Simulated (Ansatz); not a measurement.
**k-point convergence of GW for SnO2 (2H monolayer)**

Wanted: mesh convergence of the gap correction in SnO2 (2H monolayer).

Calculated with Ansatz 0.2.0; G0W0 on PBEsol, plane waves, PAW; PAW set soft_1.

Report form: the programs' logs are mostly left out.

### 1. The starting structure

The cell holds 3 atoms: 1 Sn and 2 O. Its edges and angles: a = 3.063 Å, b = 3.063 Å, c = 28.100 Å, α = 90.0°, β = 90.0°, γ = 120.0°. Vacuum lies along c.

The structure was relaxed with PBEsol. The runs that relaxed it are not among those shown. The Coulomb interaction is cut off across the vacuum.

### 2. The 3×3×1 mesh

Now the one-shot GW correction: screening in the RPA, then the self-energy of the levels asked for. This step takes PAW set soft_1 files.

File input.yaml:

```yaml
crystal:
  lattice:
    - [3.0633657874, 0.0, 0.0]
    - [-1.5316828937, 2.652952593, 0.0]
    - [0.0, 0.0, 28.1]
  atoms:
    - { symbol: Sn, position: [0.3333333333, 0.6666666667, 0.5] }
    - { symbol: O, position: [0.6666666667, 0.3333333333, 0.5434533073] }
    - { symbol: O, position: [0.6666666667, 0.3333333333, 0.4565466927] }
  periodic: [true, true, false]
kpoints:
  mp_grid: { grid: [3, 3, 1] }
hamiltonian:
  xc: pbesol
  pseudopotentials: { kind: paw, azcp: { folder: soft_1 }, xc_functional: pbe }
scf:
  occupations: { method: fixed }
gw:
  n_empty_bands: 205
  ecut_chi: 54.0
  qp_bands: [v2, c2]
  qp_kpoints: band_edges
  screening: { model: contour_deformation }
```

Command:

```console
$ ansatz run input.yaml --threads 8 --pin off --max-ram 17510MiB --backend cpu --events-out ev --progress --plain --runs-dir out
```

The job ended after 6.3 s (8 threads of Arm Neoverse V2, shared host; peak memory 1.1 GiB; 38 s of CPU time).

Numbers from this step:

| Item | Value |
| --- | --- |
| bands summed | 218 |
| plane waves in the screening matrix | 195 |
| q-points in the mesh | 9 |
| G0W0 gap on the mesh | 1.825 eV |
| k of the valence top | 0.3333, 0.3333, 0 |
| k of the conduction bottom | 0, 0, 0 |
| starting gap on the mesh | 0.6591 eV |
| Z at the valence top | 0.6536 |
| Z at the conduction bottom | 0.6860 |
| least direct G0W0 gap on the computed points | 2.530 eV |

The gap on the mesh goes from 0.66 eV to 1.83 eV, a correction of +1.17 eV. Between the two edge states, bare exchange in place of the xc potential would open the gap by 8.76 eV, and correlation takes back 7.59 eV.

### 3. The 6×6×1 mesh

A second mesh at equal bands and cutoff isolates the sampling error.

Edit input.yaml of step 2 so:

```diff
@@ -11,3 +11,3 @@
 kpoints:
-  mp_grid: { grid: [3, 3, 1] }
+  mp_grid: { grid: [6, 6, 1] }
 hamiltonian:
```

It took 20 s on 8 threads; peak memory 2.2 GiB.

This step gave:

```yaml
bands_summed: 218
plane_waves_in_the_screening_matrix: 195
q_points_in_the_mesh: 36
g0w0_gap_on_the_mesh: 2.521 eV
k_of_the_valence_top: 0.3333, 0.3333, 0
k_of_the_conduction_bottom: 0, 0, 0
starting_gap_on_the_mesh: 0.6913 eV
z_at_the_valence_top: 0.6996
z_at_the_conduction_bottom: 0.7515
least_direct_g0w0_gap_on_the_computed_points: 3.162 eV
```

Against the run with 3×3×1 mesh, 205 empty bands, screening to 54 eV, PAW set soft_1 files, the gap moves by +0.70 eV, while the start moved by +0.03 eV.

### 4. The 9×9×1 mesh

Edit input.yaml of step 3 so:

```diff
@@ -11,3 +11,3 @@
 kpoints:
-  mp_grid: { grid: [6, 6, 1] }
+  mp_grid: { grid: [9, 9, 1] }
 hamiltonian:
```

Run time: 67 s. Hardware: 8 threads; peak memory 2.3 GiB; 8.2 min of CPU time.

This step gave:

```yaml
bands_summed: 218
plane_waves_in_the_screening_matrix: 195
g0w0_gap_on_the_mesh: 2.605 eV
k_of_the_valence_top: 0.3333, 0.3333, 0
k_of_the_conduction_bottom: 0, 0, 0
starting_gap_on_the_mesh: 0.6922 eV
least_direct_g0w0_gap_on_the_computed_points: 3.246 eV
```

Against the run with 6×6×1 mesh, 205 empty bands, screening to 54 eV, PAW set soft_1 files, the gap moves by +0.08 eV.

### 5. The meshes together

Times are wall times on 8 threads of Arm Neoverse V2, shared host, good to a factor of about two.

```tsv
mesh	points	irreducible	start (eV)	G0W0 (eV)	shift (eV)	mean of 1 + 4πα/V (set by the cell height)	time
3×3×1	9	3	0.659	1.825	+1.166	2.28	6.3 s
6×6×1	36	7	0.691	2.521	+1.830	1.66	20 s
9×9×1	81	12	0.692	2.605	+1.912	1.60	67 s
```

### 6. Summary of results

```
3×3×1    : 1.825 eV (shift +1.166)
6×6×1    : 2.521 eV (shift +1.830)
9×9×1    : 2.605 eV (shift +1.912)
settings : PBEsol start, 205 empty bands, 54 eV
```

**Reading.** The shift is +1.17 eV on 3×3×1 and +1.91 eV on 9×9×1; the last step moves it by +0.082 eV. The mean of 1 + 4πα/V (set by the cell height) ranges from 1.60 to 2.28 and ends at 1.60; the coarsest mesh overstates it. From 9 to 81 points the time grows 11-fold. Bands and cutoff are modest here, so the values stand off the basis limit. The mesh in the plane is coarse for a sheet; gap and any exciton binding can still move on denser ones. The many-body steps are scalar-relativistic: spin-orbit coupling is not in them.

[Paths, hosts, dates, memory and timing lines, banners, echoed tables and standing remarks are left out of the program output.]

[Logs are printed without paths, hosts, clocks, repeated set-up lines and the standing remarks that a program may print on its own settings, such as how far it seeks lower states.]

[Runs of the session that timed out or met a known fault of the program may be left out.]

[Cells called generated may have been cut or substituted from an entry of the Crystallography Open Database or the Materials Project.]

[Hosts, paths, dates, database ids (printed as entryN), source tags and the programs' standing remarks are cut or masked in the printed files.]
